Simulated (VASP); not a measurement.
Cd:

```
CELL_PARAMETERS angstrom
0.00000 2.21815 2.21815
2.21815 0.00000 2.21815
2.21815 2.21815 0.00000
ATOMIC_POSITIONS crystal
Cd 0.00000 0.00000 0.00000
```

This isn't the form of Cd at room conditions, which is hcp.

```yaml
Program: VASP 6.6.1
Task: relaxation of cell and atoms
Functional: LAK
Potentials_or_basis: VASP PAW PBE potentials, release 64 (Cd)
Cutoff: 600 eV
k_mesh: 10 × 10 × 10
Occupations: methfessel-paxton, width 0.1 eV
Spin: no spin polarisation
```

At the start: pressure 5.5 GPa; volume 21.83 Å³/atom.

Task: How do energy, volume and symmetry change on relaxing?

Result: Over 3 steps the energy falls by 42.8 meV/atom and the volume is 24.53 Å³/atom (+12.4 %); space group Fm-3m (No. 225, to 0.05 Å).

The path:
```csv
step,energy change (eV),largest force (eV/Å),pressure (GPa),volume (Å³)
1,0.0000,0.0000,5.54,21.83
2,-0.0424,0.0000,0.35,24.30
3,-0.0428,0.0000,0.01,24.53
```

Final structure:
```xyz
1
Lattice="0.0000 2.3061 2.3061 2.3061 0.0000 2.3061 2.3061 2.3061 0.0000" Properties=species:S:1:pos:R:3 pbc="T T T"
Cd    0.0000    0.0000    0.0000
```

Caveat: the PAW data sets were made with another functional, which shifts forces and pressure a little.
